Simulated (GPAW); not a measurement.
Runs of GPAW 26.7.0 on Os. Symmetry: P6_3/mmc, No. 194, hexagonal system. Conventional cell: a = 2.734 Å, b = 2.734 Å, c = 4.320 Å, α = 90.00°, β = 90.00°, γ = 120.00°. Around Os (site symmetry -6m2) lie 12 Os at 2.68 to 2.73 Å. 

```tsv
task	level	potentials or basis	U	cell	optimizer	fmax	max steps	eigensolver	gap on the mesh (eV)	pressure (GPa)	V0 of scaled cells (Å³/atom)	relaxed volume (Å³/atom)	B0 (GPa)
equation of state	BEEF-vdW	GPAW PAW data sets (gpaw-data 1.2.1), pw	-	as given	-	-	-	-	-	-	14.45	-	372
equation of state	PBE+U	GPAW PAW data sets (gpaw-data 1.2.1), pw	Os d U = 7 eV	as given	-	-	-	-	-	-	13.61	-	395
relaxation of cell and atoms	revPBE+D4	the program's PAW data sets (release 1.2.1) made for this functional, pw	-	relaxed	FIRE	0.02 eV/Å	100	-	none	-0.1	-	(a)	-
relaxation of cell and atoms	PBE+D4	GPAW PAW data sets (gpaw-data 1.2.1), pw	-	relaxed	BFGS	0.01 eV/Å	60	-	none	0.0	-	(b)	-
relaxation of cell and atoms	BLYP+D3	PAW data sets generated in the run's folder for this functional, pw	-	relaxed	LBFGS	0.01 eV/Å	40	davidson	none	0.0	-	14.07	-
```

Alike in all rows: no spin polarisation; k mesh 8 × 8 × 5; cutoff (eV) 600; smearing fermi-dirac 0.05 eV.

Task: Fill in the values left out.

Result: (a) 13.91; (b) 13.93.

Caveats: later steps reuse the first step's grids (some runs); pairwise dispersion overbinds metals, which lowers pressure and volume (some runs); the cell was scaled at fixed shape and fractional positions, which overstates the stiffness of a crystal with free parameters, most of all of layers and chains (some runs); the PAW data sets were made with another functional, which shifts forces and pressure a little (some runs); the U is typed as a test and isn't derived for this compound (some runs).

A k mesh can miss the band edges, and the runs leave out spin-orbit coupling on Os.

A gap of «none» marks a metal or a gap under the smearing width.
